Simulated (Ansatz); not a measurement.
The calculation used DFT PBE, scalar-relativistic, plane waves, PAW (Ansatz 0.2.0). Settings: cutoff 420 eV, Γ-centred meshes spaced at most about 0.3 Å⁻¹, and about 0.25 Å⁻¹ or finer for metals (2π included), Gaussian smearing. No spin polarisation.

Temperature and zero-point effects are left out.

Question: Order these relaxed structures of LiH by energy, lowest first, with the energy over the lowest of them.
1.

```
CELL_PARAMETERS angstrom
0.00000 2.00400 2.00400
2.00400 0.00000 2.00400
2.00400 2.00400 0.00000
ATOMIC_POSITIONS crystal
Li 0.00000 0.00000 0.00000
H 0.50000 0.50000 0.50000
```

2.

```
CELL_PARAMETERS angstrom
2.78011 0.00000 0.00000
-1.39006 2.40765 0.00000
0.00000 0.00000 4.88519
ATOMIC_POSITIONS crystal
Li 0.00000 0.00000 0.00000
Li 0.00000 0.00000 0.50000
H 0.66667 0.33333 0.25000
H 0.33333 0.66667 0.75000
```

3.

```
CELL_PARAMETERS angstrom
2.83413 0.00000 0.00000
0.00000 2.83413 0.00000
0.00000 0.00000 5.13643
ATOMIC_POSITIONS crystal
Li 0.00000 0.50000 0.50000
Li 0.50000 0.00000 0.00000
H 0.50000 0.50000 0.25000
H 0.50000 0.50000 0.75000
```

Answer: 1 (0 meV/atom), 2 (53 meV/atom), 3 (203 meV/atom). Forms: cell 1 rock salt type, Fm-3m; cell 2 nickel arsenide type, P6_3/mmc; cell 3 P4_2/mmc. Counting H atoms around Li (those within 1.25 times the shortest such distance or 1.15 times the sum of covalent radii, 1.27 where that leaves under three): cell 1 has Li 6; cell 2 has Li 6; cell 3 has Li 4. Origin: cell 1, reached from a cell as deposited in COD, among other starts; cell 2, invented, then shaken at random and relaxed again; cell 3, invented.

With hydrogen, zero-point motion can shift such differences by 10 meV/atom or more. Cells relaxed within their symmetry can be saddle points. Some candidate types were left out of the draw beforehand, so a known form may be missing.
